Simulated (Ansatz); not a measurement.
A plane-wave DFT run in Ansatz 0.2.0 (scalar-relativistic PAW potentials unless the input names others): input and command.

```yaml
crystal:
  lattice:
    - [-1.7727644967, 1.7727644967, 1.9145856564]
    - [1.7727644967, -1.7727644967, 1.9145856564]
    - [1.7727644967, 1.7727644967, -1.9145856564]
  atoms:
    - { symbol: Mg, position: [0.0, 0.0, 0.0] }
basis:
  ecutwfc: 420
kpoints:
  mp_grid: { grid: [18, 18, 18], kspacing: 0.3 }
hamiltonian:
  xc: pbe
scf:
  occupations: { method: gaussian, width: 0.15 }
  max_iter: 80
output:
  forces: true
  eigenvalues: true
  stress: true
```

```bash
ansatz run input.yaml --threads 1 --pin off --max-ram 1228MiB --backend cpu --events-out ev --progress --plain --runs-dir out
```

Task: Will this input run?

Result: The program refuses it, because of a mesh typed together with a spacing (kpoints.mp_grid.kspacing: not typed → 0.3). Without that key it is accepted.

Abridged log:
```
Error: invalid value for `kpoints.mp_grid.kspacing`: mutually exclusive with `grid` — set one or the other
```